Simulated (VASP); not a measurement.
# Te2Pt (Moncheite) (P-3m1) in VASP: further runs

The runs below take Te2Pt (Moncheite) through relaxation of cell and atoms, with PBE+D3(BJ), PBE, PBEsol.

Everything below comes from runs of VASP 6.6.1. Logs are shortened: lines on timing, memory, paths and dates and some standing lists are left out, and cuts for length are marked.

## (1) The crystal as given

Symmetry: P-3m1, No. 164, trigonal system. Conventional cell: a = 4.052 Å, b = 4.052 Å, c = 5.073 Å, α = 90.00°, β = 90.00°, γ = 120.00°. Around Te (site symmetry 3m) lie 3 Pt at 2.71 Å. Pt (site symmetry -3m) has 6 Te at 2.71 Å as nearest neighbours.

## (2) Relaxation of cell and atoms, PBE+D3(BJ)

The input, INCAR:

```
PREC     = Accurate       # precision mode
ENCUT    = 600            # plane-wave cutoff, eV
EDIFF    = 1E-7           # SCF threshold, eV
ISMEAR   = 1              # smearing method
SIGMA    = 0.1            # smearing width, eV
LREAL    = False          # projectors in reciprocal space
LASPH    = True           # aspherical terms in the spheres
NELM     = 80             # most SCF steps
ALGO     = Normal         # electronic algorithm
ISIF     = 3              # what is computed and relaxed
LWAVE    = False          # write WAVECAR
LCHARG   = False          # write CHGCAR
GGA      = PE             # functional
IVDW     = 12             # dispersion correction
IBRION   = 2              # ionic algorithm
NSW      = 90             # ionic steps
EDIFFG   = -0.005         # ionic threshold
KPAR     = 2
```

The input, KPOINTS:

```
regular mesh
0
Gamma
  12 12 7
```

The input, POSCAR:

```
Te2Pt                                   
1.0
    4.0518917728      0.0000000000      0.0000000000
   -2.0259458864      3.5090412086     -0.0000000000
   -0.0000000000     -0.0000000000      5.0731661104
  Te              Pt            
     2     1
Direct
     0.3333333332999970    0.6666666667000030    0.2678628100397302
     0.6666666667000030    0.3333333332999970    0.7321371899602700
     0.0000000000000000    0.0000000000000000    1.0000000000000000
```

Potentials or basis: VASP PAW PBE potentials, release 64 (Te, Pt).

Run with:

```bash
> cat potpaw_PBE.64/Te/POTCAR potpaw_PBE.64/Pt/POTCAR > POTCAR
> mpirun -np 2 vasp_std > vasp.out
```

OUTCAR:

```text
PREC = Accurate
   ENCUT = 600
   EDIFF = 1E-7
   ISMEAR = 1
   LREAL = False
   LASPH = True
   NELM = 80
   ISIF = 3
   GGA = PE
   IVDW = 12
   IBRION = 2
   NSW = 90
   EDIFFG = -0.005
 IVDW          = 12

 ion  position               nearest neighbor table
   1  0.333  0.667  0.268-   3 2.71   3 2.71   3 2.71   2 3.32   2 3.32   2 3.32   2 3.59   2 3.59
                             2 3.59
   2  0.667  0.333  0.732-   3 2.71   3 2.71   3 2.71   1 3.32   1 3.32   1 3.32   1 3.59   1 3.59
                             1 3.59
   3  0.000  0.000  0.000-   1 2.71   2 2.71   1 2.71   2 2.71   2 2.71   1 2.71

  LATTYP: Found a hexagonal cell.
 ALAT       =     4.0518917728
 C/A-ratio  =     1.2520487700

  Lattice vectors:

 A1 = (   4.0518917728,   0.0000000000,   0.0000000000)
 A2 = (  -2.0259458864,   3.5090412086,   0.0000000000)
 A3 = (   0.0000000000,   0.0000000000,   5.0731661104)

Analysis of symmetry for initial positions (statically):
=====================================================================
 Subroutine PRICEL returns:
 Original cell was already a primitive cell.

 Routine SETGRP: Setting up the symmetry group for a
 hexagonal supercell.

 Subroutine GETGRP returns: Found 12 space group operations
 (whereof 12 operations were pure point group operations)
 out of a pool of 24 trial point group operations.

The static configuration has the point symmetry D_3d.

Analysis of symmetry for dynamics (positions and initial velocities):
=====================================================================
 Subroutine PRICEL returns:
 Original cell was already a primitive cell.

 Routine SETGRP: Setting up the symmetry group for a
 hexagonal supercell.

 Subroutine GETGRP returns: Found 12 space group operations
 (whereof 12 operations were pure point group operations)
 out of a pool of 24 trial point group operations.

The dynamic configuration has the point symmetry D_3d.

 Subroutine INISYM returns: Found 12 space group operations
 (whereof 12 operations are pure point group operations),
 and found     1 'primitive' translations

----------------------------------------------------------------------------------------

                                     Primitive cell

  volume of cell :      72.1316

  direct lattice vectors                    reciprocal lattice vectors
     4.051891773  0.000000000  0.000000000     0.246798300  0.142489065  0.000000000
    -2.025945886  3.509041209  0.000000000     0.000000000  0.284978130  0.000000000
     0.000000000  0.000000000  5.073166110     0.000000000  0.000000000  0.197115564

  length of vectors
     4.051891773  4.051891773  5.073166110     0.284978130  0.284978130  0.197115564

  position of ions in fractional coordinates (direct lattice)
     0.333333333  0.666666667  0.267862810
[... 82 lines left out ...]
   EDIFFG = -.5E-02   stopping-criterion for IOM
   NSW    =     90    number of steps for IOM
   IBRION =      2    ionic relax: 0-MD 1-quasi-New 2-CG
   NFREE  =      1    steps in history (QN), initial steepest desc. (CG)
   ISIF   =      3    stress and relaxation
   ISYM   =      2    0-nonsym 1-usesym 2-fastsym
   POTIM  = 0.5000    time-step for ionic-motion
   TEBEG  =    0.0;   TEEND  =   0.0 temperature during run
   PSTRESS=    0.0 pullay stress
   NELECT =      22.0000    total number of electrons
   NUPDOWN=      -1.0000    fix difference up-down
   EMIN   =  10.00;   EMAX   =-10.00  energy-range for DOS
   EFERMI =   0.00;   METHOD = LEGACY
   ISMEAR =     1;   SIGMA  =   0.10  broadening in eV -4-tet -1-fermi 0-gaus
   EFERMI_NEDOS =   21; number of points for ismear=-14 and -15
   IALGO  =     38    algorithm
   IMIX   =      4    mixing-type and parameters
     AMIX     =   0.40;   BMIX     =  1.00
     AMIX_MAG =   1.60;   BMIX_MAG =  1.00
  volume/ion in A,a.u.               =      24.04       162.26
  Fermi-wavevector in a.u.,A,eV,Ry     =   1.101981  2.082441 16.522386  1.214361
  Thomas-Fermi vector in A             =   2.238416
   LORBIT       =      0    0 simple, 1 ext, 2 COOP (PROOUT), +10 PAW based schemes
   GGA     = PE    functional components
   LHFCALC =     F    Hartree Fock is set to
   AEXX    =    0.0000 exact exchange contribution
   IVDW    =    12    specifies the selected vdW correction
   LEPSILON=     F    determine dielectric tensor
   LRPA    =     F    only Hartree local field effects (RPA)
 conjugate gradient relaxation of ions
 non-spin polarized calculation
 Methfessel and Paxton  Order N= 1 SIGMA  =   0.10
  energy-cutoff  :      600.00
  volume of cell :       72.13
 maximum number of plane-waves:      2424
   NGX = 17   NGY = 17   NGZ = 21

--------------------------------------- Ionic step        1  -------------------------------------------

 number of electron      21.9999998 magnetization

 Free energy of the ion-electron system (eV)
  ---------------------------------------------------
  ext. energy  EPLUGINS =         0.00000000
  ---------------------------------------------------
  free energy    TOTEN  =       -13.51341217 eV

  energy without entropy =      -13.51426746  energy(sigma->0) =      -13.51369727

------------------------ aborting loop because EDIFF is reached ----------------------------------------

 Edisp (eV)   -1.70544

 E8    (eV) :    -0.7828
[... 73 lines left out ...]
--------------------------------------- Ionic step        3  -------------------------------------------

 number of electron      21.9999998 magnetization

 Free energy of the ion-electron system (eV)
  ---------------------------------------------------
  ext. energy  EPLUGINS =         0.00000000
  ---------------------------------------------------
  free energy    TOTEN  =       -13.51416389 eV

  energy without entropy =      -13.51501091  energy(sigma->0) =      -13.51444623

 E-fermi :   8.9073     XC(G=0): -10.6408

 val. band max:        8.8965139889   @ k =   0.1667   0.1667   0.0000
 cond. band min:       8.9173195617   @ k =   0.0000   0.3333   0.1429
 fundamental gap:      0.0208055728
 Fermi energy:         8.9073344682

 k-point     1 :       0.0000    0.0000    0.0000
  band No.  band energies     occupation
      1      -5.2111      2.00000
      2      -1.5602      2.00000
      3       2.1410      2.00000
      4       3.2407      2.00000
      5       3.2407      2.00000
      6       5.2037      2.00000
      7       5.2037      2.00000
      8       6.2501      2.00000
      9       8.4195      2.00000
     10       8.4195      2.00000
     11       9.6599     -0.00000
     12       9.6599     -0.00000
     13      10.5208     -0.00000
     14      11.4990      0.00000
[... 401 lines left out ...]
      2      -2.0111      2.00000
      3       2.5340      2.00000
      4       3.3522      2.00000
      5       3.7958      2.00000
      6       4.6986      2.00000
      7       5.1097      2.00000
      8       5.8113      2.00000
      9       7.0216      2.00000
     10       7.9975      2.00000
     11       9.3314     -0.00000
     12       9.6540     -0.00000
     13      10.2066     -0.00000
     14      12.6858      0.00000
     15      13.2868      0.00000

 [... further k-points ...]

------------------------ aborting loop because EDIFF is reached ----------------------------------------

 Edisp (eV)   -1.70471

 E8    (eV) :    -0.7825
[... 26 lines left out ...]
  FREE ENERGIE OF THE ION-ELECTRON SYSTEM (eV)
  ---------------------------------------------------
  free  energy   TOTEN  =       -15.2188723958 eV

  energy  without entropy=      -15.2197194224  energy(sigma->0) =      -15.21915474

 reached required accuracy - stopping structural energy minimisation
```

OSZICAR:

```text
N       E                     dE             d eps       ncg     rms          rms(c)
DAV:   1     0.117918391068E+03    0.11792E+03   -0.10214E+04  3360   0.141E+03
DAV:   2    -0.879500863447E+01   -0.12671E+03   -0.12352E+03  4249   0.229E+02
[... 20 lines left out ...]
   2 F= -.15218864E+02 E0= -.15219148E+02  d E =-.124055E-04
       N       E                     dE             d eps       ncg     rms          rms(c)
DAV:   1    -0.135142023264E+02   -0.49188E-03   -0.26648E-03  3402   0.371E-01    0.486E-02
DAV:   2    -0.135141726618E+02    0.29665E-04   -0.17803E-04  3577   0.125E-01    0.269E-02
DAV:   3    -0.135141662082E+02    0.64536E-05   -0.15842E-05  3941   0.395E-02    0.101E-02
DAV:   4    -0.135141638795E+02    0.23287E-05   -0.81999E-06  3836   0.190E-02    0.863E-03
DAV:   5    -0.135141638854E+02   -0.58849E-08   -0.50816E-07  3773   0.536E-03
   3 F= -.15218872E+02 E0= -.15219155E+02  d E =-.210146E-04
```

Run time: 82 s. Hardware: 2 MPI ranks of Intel Xeon Platinum 8488C (Sapphire Rapids), shared host; peak memory 0.32 GiB.

Results:

```
Free energy                            : -15.2189 eV
Relaxed volume                         : 24.05 Å³/atom
Relaxed cell                           : a = 4.051 Å, b = 4.051 Å, c = 5.078 Å, α = 90.00°, β = 90.00°, γ = 120.00°
Space group after relaxing (to 0.05 Å) : P-3m1 (No. 164)
Energy gained by relaxing              : 0.0 meV/atom
Ionic steps                            : 3
Pressure after relaxing                : 0.0 GPa
Band gap on the k mesh                 : none (metal or under the smearing width)
Dispersion energy per atom             : -0.568 eV
```

Final structure:
```yaml
crystal:
  lattice:
    - [4.05060, 0.00000, 0.00000]
    - [-2.02530, 3.50792, 0.00000]
    - [0.00000, 0.00000, 5.07845]
  atoms:
    - { symbol: Te, position: [0.33333, 0.66667, 0.26773] }
    - { symbol: Te, position: [0.66667, 0.33333, 0.73227] }
    - { symbol: Pt, position: [0.00000, 0.00000, 0.00000] }
```

Levels at points of the mesh, in eV from the Fermi level:
| k point | band 8 | band 9 | band 10 | band 11 | band 12 | band 13 | band 14 | band 15 |
| --- | --- | --- | --- | --- | --- | --- | --- | --- |
| (0.00, 0.00, 0.00) | -2.66 | -0.49 | -0.49 | 0.75 | 0.75 | 1.61 | 2.59 | 4.20 |
| (0.50, 0.00, 0.00) | -3.40 | -3.35 | -3.23 | -2.88 | 0.08 | 2.68 | 3.98 | 5.46 |

Caveat: pairwise dispersion overbinds metals, which lowers pressure and volume. Spin-orbit coupling is left out, which matters for the levels of Pt, Te.

## (3) Relaxation of cell and atoms, PBE

This run uses another cell than the first one, of 24.14 Å³/atom, 1.004 times its volume.

The input, INCAR:

```
  ALGO = Normal
  EDIFF = 1E-6
  EDIFFG = -0.01
  ENCUT = 300
  GGA = PE
  IBRION = 2
  ISIF = 3
  ISMEAR = 1
  LASPH = True
  LCHARG = False
  LREAL = False
  LWAVE = False
  NELM = 80
  NSW = 90
  PREC = Accurate
  SIGMA = 0.1
```

The input, KPOINTS:

```
k-points
0
Gamma
  6 6 4
```

The input, POSCAR:

```
Te2Pt
1.0
    4.0100000000      0.0000000000      0.0000000000
   -2.0050000000      3.4727618692      0.0000000000
    0.0000000000      0.0000000000      5.2010000000
Te Pt
2 1
Direct
    0.3333333333      0.6666666667      0.2500000000
    0.6666666667      0.3333333333      0.7500000000
    0.0000000000      0.0000000000      0.0000000000
```

Potentials or basis: VASP PAW PBE potentials, release 64 (Te, Pt).

Run with:

```bash
> cat potpaw_PBE.64/Te/POTCAR potpaw_PBE.64/Pt/POTCAR > POTCAR
> mpirun -np 1 vasp_std > vasp.out
```

OUTCAR:

```text
EDIFF = 1E-6
   EDIFFG = -0.01
   ENCUT = 300
   GGA = PE
   IBRION = 2
   ISIF = 3
   ISMEAR = 1
   LASPH = True
   LREAL = False
   NELM = 80
   NSW = 90
   PREC = Accurate

 ion  position               nearest neighbor table
   1  0.333  0.667  0.250-   3 2.66   3 2.66   3 2.66   2 3.48   2 3.48   2 3.48   2 3.48   2 3.48
                             2 3.48
   2  0.667  0.333  0.750-   3 2.66   3 2.66   3 2.66   1 3.48   1 3.48   1 3.48   1 3.48   1 3.48
                             1 3.48
   3  0.000  0.000  0.000-   1 2.66   2 2.66   2 2.66   1 2.66   2 2.66   1 2.66

  LATTYP: Found a hexagonal cell.
 ALAT       =     4.0100000000
 C/A-ratio  =     1.2970074813

  Lattice vectors:

 A1 = (   4.0100000000,   0.0000000000,   0.0000000000)
 A2 = (  -2.0050000000,   3.4727618692,   0.0000000000)
 A3 = (   0.0000000000,   0.0000000000,   5.2010000000)

Analysis of symmetry for initial positions (statically):
=====================================================================
 Subroutine PRICEL returns:
 Original cell was already a primitive cell.

 Routine SETGRP: Setting up the symmetry group for a
 hexagonal supercell.

 Subroutine GETGRP returns: Found 12 space group operations
 (whereof 12 operations were pure point group operations)
 out of a pool of 24 trial point group operations.

The static configuration has the point symmetry D_3d.

Analysis of symmetry for dynamics (positions and initial velocities):
[... 216 lines left out ...]
      6       3.4552      2.00000
      7       3.4552      2.00000
      8       4.2347      2.00000
      9       5.9823      2.00000
     10       5.9823      2.00000
     11       7.2105     -0.00000
     12       7.2105     -0.00000
     13       7.5550     -0.00000
     14       9.5156      0.00000
[... 480 lines left out ...]
  FREE ENERGIE OF THE ION-ELECTRON SYSTEM (eV)
  ---------------------------------------------------
  free  energy   TOTEN  =       -13.5710300870 eV

  energy  without entropy=      -13.5712629811  energy(sigma->0) =      -13.57110772

[... ionic steps 4 to 11 ...]

--------------------------------------- Ionic step       12  -------------------------------------------

 number of electron      22.0000006 magnetization

------------------------ aborting loop because EDIFF is reached ----------------------------------------
[... 69 lines left out ...]
--------------------------------------- Ionic step       14  -------------------------------------------

 number of electron      22.0000007 magnetization

 Free energy of the ion-electron system (eV)
  ---------------------------------------------------
  ext. energy  EPLUGINS =         0.00000000
  ---------------------------------------------------
  free energy    TOTEN  =       -13.57471195 eV

  energy without entropy =      -13.57487197  energy(sigma->0) =      -13.57476529

 E-fermi :   7.8661     XC(G=0): -10.2255

 val. band max:        7.8578285271   @ k =   0.0000   0.3333   0.2500
 cond. band min:       8.0384384596   @ k =   0.3333   0.1667   0.0000
 fundamental gap:      0.1806099325
 Fermi energy:         7.8660656638

 k-point     1 :       0.0000    0.0000    0.0000
  band No.  band energies     occupation
      1      -5.7598      2.00000
      2      -2.7749      2.00000
      3       1.4991      2.00000
      4       2.3970      2.00000
      5       2.3970      2.00000
      6       4.2678      2.00000
      7       4.2678      2.00000
      8       5.2977      2.00000
      9       7.3934      2.00000
     10       7.3934      2.00000
     11       8.9688     -0.00000
     12       8.9688     -0.00000
     13       9.1388     -0.00000
     14      10.7968      0.00000
[... 443 lines left out ...]
  FREE ENERGIE OF THE ION-ELECTRON SYSTEM (eV)
  ---------------------------------------------------
  free  energy   TOTEN  =       -13.5747119471 eV

  energy  without entropy=      -13.5748719680  energy(sigma->0) =      -13.57476529

 reached required accuracy - stopping structural energy minimisation
```

It took 88 s on 1 thread of Intel Xeon Platinum 8488C (Sapphire Rapids), shared host; peak memory 0.15 GiB.

What came out:

- Free energy: -13.5747 eV
- Relaxed volume: 25.95 Å³/atom
- Relaxed cell: a = 4.083 Å, b = 4.083 Å, c = 5.392 Å, α = 90.00°, β = 90.00°, γ = 120.00°
- Space group after relaxing (to 0.05 Å): P-3m1 (No. 164)
- Energy gained by relaxing: 47.3 meV/atom
- Ionic steps: 14
- Pressure after relaxing: 0.0 GPa
- Largest force after relaxing: 0.005 eV/Å
- Band gap on the k mesh: none (metal or under the smearing width)

Forces on the atoms (eV/Å):
```
Te   0.000  0.000  0.005
Te   0.000  0.000 -0.005
Pt   0.000  0.000  0.000
```

Step by step:
```tsv
step	energy change (eV)	largest force (eV/Å)	pressure (GPa)	volume (Å³)
1	0.0000	1.0414	8.25	72.43
2	0.1607	0.9612	-8.39	86.25
3	-0.1383	0.0351	-0.29	77.54
4	-0.1384	0.0609	-0.09	77.37
5	-0.1384	0.0771	0.07	77.27
6	-0.1406	0.0332	0.11	77.27
7	-0.1415	0.0186	0.16	77.26
8	-0.1415	0.0505	-0.17	77.57
9	-0.1415	0.0368	-0.05	77.43
10	-0.1417	0.0262	-0.01	77.51
11	-0.1419	0.0046	0.04	77.74
12	-0.1419	0.0106	0.05	77.78
13	-0.1419	0.0080	-0.10	78.00
14	-0.1419	0.0050	-0.03	77.84
```

Final structure:
```cif
data_structure
_symmetry_space_group_name_H-M 'P 1'
_symmetry_Int_Tables_number 1
_cell_length_a 4.0831
_cell_length_b 4.0831
_cell_length_c 5.3916
_cell_angle_alpha 90.000
_cell_angle_beta 90.000
_cell_angle_gamma 120.000
_cell_volume 77.84
loop_
_atom_site_label
_atom_site_type_symbol
_atom_site_fract_x
_atom_site_fract_y
_atom_site_fract_z
_atom_site_occupancy
Te1 Te 0.33333 0.66667 0.25304 1
Te2 Te 0.66667 0.33333 0.74697 1
Pt1 Pt 0.00000 0.00000 0.00000 1
```

Levels at points of the mesh, in eV from the Fermi level:
```
           k point  band 9  band 10  band 11  band 12  band 13  band 14
(0.00, 0.00, 0.00)   -0.47    -0.47     1.10     1.10     1.27     2.93
(0.50, 0.00, 0.00)   -3.26    -3.15    -2.78     0.20     2.32     3.68
(0.00, 0.00, 0.50)   -1.49    -1.02    -1.02     2.08     2.08     4.12
(0.50, 0.00, 0.50)   -3.10    -2.32    -0.78     0.59     1.25     3.90
```

## (4) Relaxation of cell and atoms, PBE

This run uses another cell than the first one, of 25.95 Å³/atom, 1.079 times its volume.

Edit INCAR of step 3 so:

```diff
@@ -1,4 +1,4 @@
   ALGO = Normal
-  EDIFF = 1E-6
-  EDIFFG = -0.01
+  EDIFF = 1E-7
+  EDIFFG = -0.005
   ENCUT = 300
```

KPOINTS is that of step 3.

The input, POSCAR:

```
Te2Pt                                   
1.0
    4.0831114450     -0.0000000000     -0.0000000000
   -2.0415557225      3.5360782379      0.0000000000
   -0.0000000000      0.0000000000      5.3915627498
  Te              Pt            
     2     1
Direct
     0.3333333332999970    0.6666666667000030    0.2530349493210604
     0.6666666667000030    0.3333333332999970    0.7469650506789397
     0.0000000000000000    0.0000000000000000    0.0000000000000000
```

Run with:

```bash
> cat potpaw_PBE.64/Te/POTCAR potpaw_PBE.64/Pt/POTCAR > POTCAR
> mpirun -np 1 vasp_std > vasp.out
```

Wall time 47 s (1 thread of Intel Xeon Platinum 8488C (Sapphire Rapids), shared host); peak memory 0.14 GiB.

The run converged. Its results:

```yaml
Free_energy: -13.5798 eV
Relaxed_volume: 25.91 Å³/atom
Relaxed_cell: a = 4.081 Å, b = 4.081 Å, c = 5.390 Å, α = 90.00°, β = 90.00°, γ = 120.00°
Space_group_after_relaxing_to_0.05_Å: P-3m1 (No. 164)
Energy_gained_by_relaxing: 0.0 meV/atom
Ionic_steps: 8
Pressure_after_relaxing: 0.0 GPa
Band_gap_on_the_k_mesh: none (metal or under the smearing width)
```

Final structure:
```cif
data_structure
_symmetry_space_group_name_H-M 'P 1'
_symmetry_Int_Tables_number 1
_cell_length_a 4.0808
_cell_length_b 4.0808
_cell_length_c 5.3898
_cell_angle_alpha 90.000
_cell_angle_beta 90.000
_cell_angle_gamma 120.000
_cell_volume 77.73
loop_
_atom_site_label
_atom_site_type_symbol
_atom_site_fract_x
_atom_site_fract_y
_atom_site_fract_z
_atom_site_occupancy
Te1 Te 0.33333 0.66667 0.25335 1
Te2 Te 0.66667 0.33333 0.74665 1
Pt1 Pt 0.00000 0.00000 0.00000 1
```

Levels at points of the mesh, in eV from the Fermi level:
```tsv
k point	band 8	band 9	band 10	band 11	band 12	band 13	band 14	band 15
(0.00, 0.00, 0.00)	-2.57	-0.47	-0.47	1.10	1.10	1.28	2.93	3.96
(0.50, 0.00, 0.00)	-3.27	-3.26	-3.15	-2.78	0.20	2.32	3.69	5.21
(0.00, 0.00, 0.50)	-2.22	-1.48	-1.02	-1.02	2.09	2.09	4.12	5.12
(0.50, 0.00, 0.50)	-3.27	-3.11	-2.32	-0.78	0.59	1.26	3.91	4.34
```

The run has no spin-orbit coupling, so splittings on Pt, Te are missing.

(Part 1 of 2 ends here.)
